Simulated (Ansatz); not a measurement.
## BaS (CsCl type): gap against strain (uniaxial along x, other directions held)

BaS, CsCl type, relaxed with r2SCAN in Ansatz 0.2.0, then strained (uniaxial along x, other directions held; changes of length per length, axes as in the cell below) with the atoms relaxed again within the symmetry that is left. It is cubic, Pm-3m (No. 221); a = 3.834 Å in the conventional setting, 28.17 Å³ an atom. Ba has 8 S at 3.32 Å; S has 8 Ba at 3.32 Å. All values are calculated for a non-magnetic cell, which may be hypothetical.

```
CELL_PARAMETERS angstrom
3.83376 0.00000 0.00000
0.00000 3.83376 0.00000
0.00000 0.00000 3.83376
ATOMIC_POSITIONS crystal
Ba 0.00000 0.00000 0.00000
S 0.50000 0.50000 0.50000
```

Gaps are the least over each mesh (PBE 6×6×6, r2SCAN 6×6×6, HSE06 4×4×4 when unstrained) and the special points, which keep their unstrained names; stress is the change from the unstrained cell, compression positive.

```
strain (%)  gap, PBE (eV)  gap, r2SCAN (eV)  gap, HSE06 (eV)  edges, HSE06  stress along the strain, r2SCAN (GPa)  energy rise, r2SCAN (meV/atom)
       0.0          1.564             1.926            2.453         M → Γ                                   0.00                             0.0
     +3.44          1.496             1.852            2.374         M → Γ                                  -4.08                            12.3
     +3.98          1.482             1.837            2.358         M → Γ                                  -4.68                            16.5
     +5.78          1.427             1.781            2.295         M → Γ                                  -6.61                            34.2
```

The runs are scalar-relativistic, without spin-orbit coupling.

The meshes of the hybrids are coarse, so their gaps aren't converged to the digits shown.
